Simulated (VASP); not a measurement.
Input of a VASP 6.6.1 run:

File INCAR:

```
PREC = Accurate ; ENCUT = 520
EDIFF = 1E-6 ; ISMEAR = 0
SIGMA = 0.1 ; LREAL = False
LASPH = True ; NELM = 100
ALGO = Fast ; ISIF = 2
LWAVE = False ; LCHARG = False
GGA = PE ; NBANDS = 32
```

The input KPOINTS:

```
regular mesh
0
Gamma
  14 10 8
```

POSCAR

```
Cd
1.0
   -1.5476051670     -2.6805307793      0.0000000000
   -4.5328235934      2.6170269218      0.0000000000
    0.0000000000      0.0000000000     -5.6314617090
Cd
4
Direct
    1.0000000000      0.6583483977      0.7500000000
    0.5000000000      0.1583483977      0.7500000000
    0.0000000000      0.3416516023      0.2500000000
    0.5000000000      0.8416516023      0.2500000000
```

Potentials or basis: VASP PAW PBE potentials, release 64 (Cd).

The run is started by

```console
$ cat potpaw_PBE.64/Cd/POTCAR > POTCAR
$ mpirun -np 1 vasp_std > vasp.out
```

(1) Predict the band gap on the k mesh.

(2) Estimate the pressure.

Answers

(1) none (metal or under the smearing width).

(2) 0.2 GPa.
